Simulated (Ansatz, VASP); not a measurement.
## One calculation of BAs, two programs

INCAR

```
SYSTEM = BAs
PREC     = Accurate       ! precision mode
ENCUT    = 600            ! plane-wave cutoff, eV
EDIFF    = 1E-6           ! SCF threshold, eV
ISMEAR   = -1             ! smearing method
SIGMA    = 0.08           ! smearing width, eV
LREAL    = .FALSE.        ! projectors in reciprocal space
LASPH    = .TRUE.         ! aspherical terms in the spheres
NELM     = 100            ! most SCF steps
ALGO     = Normal         ! electronic algorithm
ISIF     = 3              ! what is computed and relaxed
LWAVE    = .FALSE.        ! write WAVECAR
LCHARG   = .FALSE.        ! write CHGCAR
GGA      = CA             ! functional
IBRION   = 2              ! ionic algorithm
NSW      = 60             ! ionic steps
EDIFFG   = -0.005         ! ionic threshold
```

KPOINTS

```
regular mesh
0
G
  16 16 16
  0 0 0
```

Contents of POSCAR:

```
BAs
1.0
    0.0000000000      2.1544346900      2.1544346900
    2.1544346900      0.0000000000      2.1544346900
    2.1544346900      2.1544346900      0.0000000000
B As
1 1
Direct
    0.0000000000      0.0000000000      0.0000000000
    0.5000000000      0.5000000000      0.5000000000
```

Input for Ansatz:

```yaml
crystal:
  lattice:
    - [0.0, 2.15443469, 2.15443469]
    - [2.15443469, 0.0, 2.15443469]
    - [2.15443469, 2.15443469, 0.0]
  atoms:
    - { symbol: B, position: [0.0, 0.0, 0.0] }
    - { symbol: As, position: [0.5, 0.5, 0.5] }
kpoints:
  mp_grid: { grid: [16, 16, 16] }
scf:
  occupations: { method: fermi_dirac, width: 0.08 }
hamiltonian:
  xc: lda
  pseudopotentials: { kind: paw }
output:
  forces: true
  stress: true
  write_density: true
  write_potential: true
  elf: true
  volumetric_format: npy
relax:
  f_tol: 0.005
  max_steps: 40
  cell: {}
```

Alike in both runs: task relaxation of cell and atoms; functional LDA; k mesh 16 × 16 × 16; occupations fermi-dirac, width 0.08 eV; no spin polarisation.

|  | VASP | Ansatz |
| --- | --- | --- |
| version | VASP 6.6.1 | Ansatz 0.2.0 |
| potentials or method | VASP PAW LDA potentials, release 64 (B, As) | PAW with Ansatz's default frozen-core files, scalar-relativistic |
| plane-wave cutoff (eV) | 600 | 420 |
| valence electrons in the cell | 8 | 18 |

VASP gave:

| Item | Value |
| --- | --- |
| relaxed volume (Å³/atom) | 11.74 |
| relaxed cell length with the largest relative difference (Å) | 3.214 |
| energy change over the relaxation (meV/atom) | -157 |

Task: Estimate Ansatz's values.

Result: Relaxed volume (Å³/atom): 11.69; relaxed cell length with the largest relative difference (Å): 3.210; energy change over the relaxation (meV/atom): -146.

The two sets of potentials don't hold the same shells in valence.

Caveats: the volume moved by over 15 % at a fixed basis, so the end points are rough (VASP).
